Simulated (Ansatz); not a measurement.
## Ionic part of the dielectric constant of SiC at 18 GPa, mode by mode

Level of theory: DFT LDA, scalar-relativistic, plane waves, PAW in Ansatz. Cutoff 420 eV, 12×12×12 k-points (Γ-centred), fixed occupations. No spin polarisation. Phonons by linear response, acoustic sum rule imposed.

Symmetry: F-43m, No. 216, cubic system. Conventional cell: a = 4.231 Å, b = 4.231 Å, c = 4.231 Å, α = 90.00°, β = 90.00°, γ = 90.00°. Si (site symmetry -43m) is surrounded by 4 C at 1.83 Å. C (site symmetry -43m) has 4 Si at 1.83 Å as nearest neighbours.

The primitive cell has V = 18.93 Å³ and ε∞,xx = 6.771. Each polar mode adds Δε = (4.92064×10⁷/V)·S/ν² along x, with S its oscillator strength in e²/amu, ν in cm⁻¹ and V in Å³.

Question: From these modes, find each Δε and ε0,xx.
```csv
ν (cm⁻¹),S_xx (e²/amu)
862.3,0.9177
```

Answer:
```tsv
ν (cm⁻¹)	Δε
862.3	3.21
```

The sum is 3.208, so ε0,xx = 9.98; the run's tensor has 9.98.

Question: Where do the longitudinal modes lie for a wave vector along x?

Answer: At 1047 cm⁻¹. The Lyddane–Sachs–Teller product Π(ν_LO/ν_TO)² = 1.47 matches ε0/ε∞ = 1.47.

Cost: 1 run of about 1.2 core-minutes, on Intel Xeon Processor @ 2.50GHz (Skylake/Cascade Lake) (shared hosts).

The static dielectric constant of compressed SiC remains mainly electronic: the lattice adds 3.21 to an ε∞ of 6.771. With two atoms in the primitive cell, the whole ionic response comes from one triply degenerate optical mode, in which the Si and C sublattices move against each other. Charge transfer towards the more electronegative carbon makes this motion strongly polar, but the short, stiff covalent bonds and the light carbon atom keep its frequency high. Since the contribution falls with the square of the frequency, the lattice polarises only modestly despite the sizeable oscillator strength.

The shift from 862.3 to 1047 cm⁻¹ reflects the macroscopic field that accompanies the longitudinal motion and adds to its restoring force, weakened by electronic screening. With only one polar mode, the Lyddane–Sachs–Teller agreement confirms internal consistency rather than the accuracy of either dielectric constant. A single pressure can't show whether compression strengthens or weakens the ionic response, because bond stiffening and changes in dynamical charge both enter.
